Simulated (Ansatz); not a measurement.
CuCl2, 3 atoms in the cell. Symmetry: I4/mmm, No. 139, tetragonal system. Conventional cell: a = 4.510 Å, b = 4.510 Å, c = 13.720 Å, α = 90.00°, β = 90.00°, γ = 90.00°. Cu (site symmetry 4/mmm) has 4 Cl at 2.25 Å as nearest neighbours. Around Cl (site symmetry mmm) lie 2 Cu at 2.25 Å. Measurements of this composition are mostly on another form, of space group No. 12.

- Program: Ansatz 0.2.0
- Task: relaxation of cell and atoms
- Functional: r2SCAN
- Potentials or basis: Ansatz PAW
- Cutoff: 500 eV (not typed: the program's choice for these potentials)
- k mesh: 8 × 8 × 8
- Occupations: fermi-dirac, width 0.05 eV
- Spin: no spin polarisation
- Target pressure: 5 GPa
- Target pressure (GPa): 5

Potentials or basis: Ansatz PAW.

The run is started by

```bash
$ ansatz run input.yaml --threads 2 --pin off --max-ram 5632MiB --backend cpu --events-out ev --progress --plain --runs-dir out
```

Hardware: 2 threads of Arm Neoverse V2, on a shared host.

How long does it take, and how much memory?

Run time: 2.2 min on 2 threads of Arm Neoverse V2, with other jobs on the host, peak memory 0.84 GiB. Counts: scf iterations 112, plane waves 1567, k points 59, bands 21, ion steps 15.
